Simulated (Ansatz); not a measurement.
The system is AlN.

```
Al N
1.0
     0.00000    2.03452    2.03452
     2.03452    0.00000    2.03452
     2.03452    2.03452    0.00000
Al N
1 1
Cartesian
  2.0345 2.0345 2.0345
  0.0000 0.0000 0.0000
```

Measurements of this composition are mostly on another form, of space group No. 186.

```yaml
Program: Ansatz 0.2.0
Task: single point
Functional: PBE
Potentials_or_basis: all-electron LAPW, scalar-relativistic
Cutoff: 322 eV (chosen from the basis error)
Basis_error_allowed: 0.001 eV/atom
k_mesh: 11 × 11 × 11
Occupations: fermi-dirac, width 0.05 eV
Spin: no spin polarisation
```

On this cell: pressure 0.3 GPa; largest force zero by symmetry; band gap on the k mesh 4.57 eV, indirect (least direct gap 5.41 eV).

The same run follows on a disturbed copy (atoms moved at random, drawn with an rms of 0.05 Å):

```
CELL_PARAMETERS angstrom
0.00000 2.03452 2.03452
2.03452 0.00000 2.03452
2.03452 2.03452 0.00000
ATOMIC_POSITIONS crystal
Al 0.50255 0.50903 0.48633
N 0.99239 0.00372 0.00207
```

What changes?

The energy moves by +2.6 meV/atom; pressure 0.6 GPa; largest force 0.260 eV/Å; band gap on the k mesh 4.57 eV, indirect (least direct gap 5.41 eV).

Forces on the atoms (eV/Å):
```
Al   0.139  0.074 -0.207
N   -0.139 -0.074  0.207
```

Stress tensor (GPa, compression positive):
```
 0.53 -0.01  0.02
-0.01  0.35  0.01
 0.02  0.01  0.84
```

Caveats: an odd mesh through Γ misses points on the zone boundary, where band edges often lie.
